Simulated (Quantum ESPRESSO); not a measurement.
Hf under changes of volume

One of the cells (21.939 Å³/atom); the others are scaled copies at fixed shape and fractional positions:

```xyz
3
Lattice="4.9623 0.0000 0.0000 -2.4812 4.2975 0.0000 0.0000 0.0000 3.0862" Properties=species:S:1:pos:R:3 pbc="T T T"
Hf    0.0000    0.0000    0.0000
Hf    0.0000    2.8650    1.5431
Hf    2.4812    1.4325    1.5431
```

This isn't the form of Hf at room conditions, which is hcp.

| Quantity | Value |
| --- | --- |
| Program | Quantum ESPRESSO 7.5 |
| Functional | LDA |
| Potentials or basis | GBRV 1.5 LDA |
| Cutoff | 612 eV |
| Density cutoff | 4898 eV |
| k mesh | 6 × 6 × 9 |
| Occupations | fermi-dirac, width 0.05 eV |
| Spin | no spin polarisation |

```tsv
volume (Å³/atom)	energy over the lowest point (meV/atom)	pressure (GPa)
20.622	0.00	0.3
21.061	1.70	-2.2
21.500	9.88	-4.5
21.939	24.13	-6.6
22.377	43.77	-8.4
22.816	?	?
23.255	97.43	-11.7
```

Q: What does the run at 22.816 Å³/atom give?

A: Energy over the lowest point 68.34 meV/atom; pressure -10.2 GPa.

Worked out: A Birch-Murnaghan fit of order 3 (a polynomial in V^(-2/3)) to the other rows has its minimum at 20.74 Å³/atom with B0 = V·E''(V) = 122 GPa and B' = 3.6 at fixed shape and positions, which overstates the stiffness. It gives 68.35 meV/atom at 22.816 Å³/atom, against the run's 68.34, and -dE/dV = -9.8 GPa, against -10.2.

Energies are extrapolated to zero smearing.
